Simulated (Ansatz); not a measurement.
# EuO (Fm-3m): which magnetic order lies lowest

An exercise on one series of results from a longer session: the logs are not shown, and one member is left open.

Program: Ansatz 0.2.0. Level of theory: DFT r²SCAN, scalar-relativistic, plane waves, PAW. These are calculated values, not measurements.

## The structure to begin with

The structure is cubic, space group Fm-3m (No. 225). Conventional cell: a = 5.048 Å, b = 5.048 Å, c = 5.048 Å, α = 90.00°, β = 90.00°, γ = 90.00°. Eu (site symmetry m-3m) has 6 O at 2.52 Å as nearest neighbours. O (site symmetry m-3m) has 6 Eu at 2.52 Å as nearest neighbours.

Coordinates:

```xyz
2
Lattice="0.0000 2.5238 2.5238 2.5238 0.0000 2.5238 2.5238 2.5238 0.0000" Properties=species:S:1:pos:R:3 pbc="T T T"
Eu    0.0000    0.0000    0.0000
O     2.5238    2.5238    2.5238
```

This cell comes from an earlier session at r²SCAN: 16.076 Å³/atom at 0.00 GPa, on a 12×12×12 mesh.

The first run:

File input.yaml:

```yaml
crystal:
  lattice:
    - [0.0, 2.5238312015, -2.5238312015]
    - [0.0, 2.5238312015, 2.5238312015]
    - [5.047662403, 0.0, 0.0]
  atoms:
    - { symbol: Eu, position: [0.0, 0.0, 0.0], spin: 7.0 }
    - { symbol: O, position: [0.0, 1.0, 0.5] }
    - { symbol: Eu, position: [0.5, 0.5, 0.5], spin: 7.0 }
    - { symbol: O, position: [0.5, 1.5, 1.0] }
basis:
  ecutwfc: 500
  ecutrho_ratio: 4
kpoints:
  mp_grid: { grid: [8, 8, 6] }
hamiltonian:
  xc: r2scan
scf:
  occupations: { method: gaussian, width: 0.05 }
  lower_state_search: "off"
output:
  forces: true
  stress: true
  eigenvalues: true
  populations: true
magnetization:
  spin_polarized: true
```

Started as:

```bash
ansatz run input.yaml --threads 4 --pin off --max-ram 10240MiB --backend cpu --events-out ev --progress --plain --runs-dir out
```

Steps of the session up to this table: Ferromagnetic, larger cell; Antiferromagnetic, propagation vector (1, 0, 0); Antiferromagnetic, propagation vector (1/2, 1/2, -1/2); No spin polarisation.

One table of the session follows, with a row left open; its other results are not shown here.

```
                                                 order  above the lowest (meV/atom)  largest moment (μB)  pressure (GPa)
                                         ferromagnetic                          0.0                 6.65             0.0
       antiferromagnetic, propagation vector (1, 0, 0)                         22.1                 6.60            -0.2
antiferromagnetic, propagation vector (1/2, 1/2, -1/2)                            ?                    ?               ?
                                  no spin polarisation                       3702.2                 0.00            -8.8
```

**Question.** Estimate the row for antiferromagnetic, propagation vector (1/2, 1/2, -1/2).

The run gave: above the lowest (meV/atom): 25.4; largest moment (μB): 6.60; pressure (GPa): 0.0. In the column «above the lowest (meV/atom)» it lies between antiferromagnetic, propagation vector (1, 0, 0) (22.1) and no spin polarisation (3702.2).

The first row is the run of the earlier session that started with parallel moments (-4676.1330 eV/atom).

Caveats from the session: Only these orders were tried, at zero temperature; the one found in experiment may not be among them. No U or exact exchange acts on the open f shell of Eu, so the metal found here may be the functional's error. Warnings in the runs' records: stability check not made, given moment on shells, look outside group.
